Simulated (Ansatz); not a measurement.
**Zinc (diamond) across density functionals**

All rows: Ansatz, plane waves with scalar-relativistic PAW, 420 eV (500 eV for the SCAN forms), relaxed under each functional, no dispersion correction, no zero-point motion. B₀ comes from uniform scaling at fixed shape; a dash is a value not given.

```csv
functional,V (Å³/atom),cell,B₀ (GPa),magnetic state,ΔE to hcp (meV/atom)
PBE,24.70,a = 5.825 Å,26,spin not included,470
r²SCAN,22.99,a = 5.687 Å,35,spin not included,565
PBEsol,22.58,a = 5.653 Å,36,spin not included,608
LDA,21.36,a = 5.549 Å,43,spin not included,620
revPBE,26.08,a = 5.931 Å,20,spin not included,427
RPBE,26.63,a = 5.973 Å,18,spin not included,409
BLYP,27.77,a = 6.057 Å,16,spin not included,150
```

LDA gives the smallest volume and BLYP the largest.
